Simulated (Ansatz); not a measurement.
**Structures of LiCl: which is lowest?**

Plane-wave DFT in Ansatz with scalar-relativistic PAW potentials, cutoff 420 eV, Γ-centred meshes chosen by cell and gap, Gaussian smearing with energies taken to zero width. Every cell was relaxed (cell and atoms) in a run of its own, within the symmetry of its start. Functional: PBE+D3(BJ).

Relaxed structures (starts from databases or built by putting these elements on another compound's sites):
A. Fm-3m, 2 atoms in the computed cell, a = 5.037 Å; sites (symmetry × multiplicity) Li m-3m × 4, Cl m-3m × 4; start: database
B. P6_3mc, 4 atoms in the computed cell, a = 3.846 Å, c = 6.156 Å; sites (symmetry × multiplicity) Li 3m. × 2, Cl 3m. × 2; start: database

**Question.** Rank them by energy. Could pressure change the order?

**Answer.**
| structure | group | E − E(lowest) (meV/atom) | V (Å³/atom) | gap on mesh (eV) |
| --- | --- | --- | --- | --- |
| A | Fm-3m | 0.0 | 15.97 | 6.66 |
| B | P6_3mc | 21.7 | 19.72 | 6.15 |

A is lowest, 22 meV/atom under B. The lowest is also the densest of these, so pressure wouldn't bring one of the others in at first order. Other structures may lie lower than all of these, and vibrations aren't counted.

An odd mesh misses points on the zone edge, so a gap read on it can be too wide.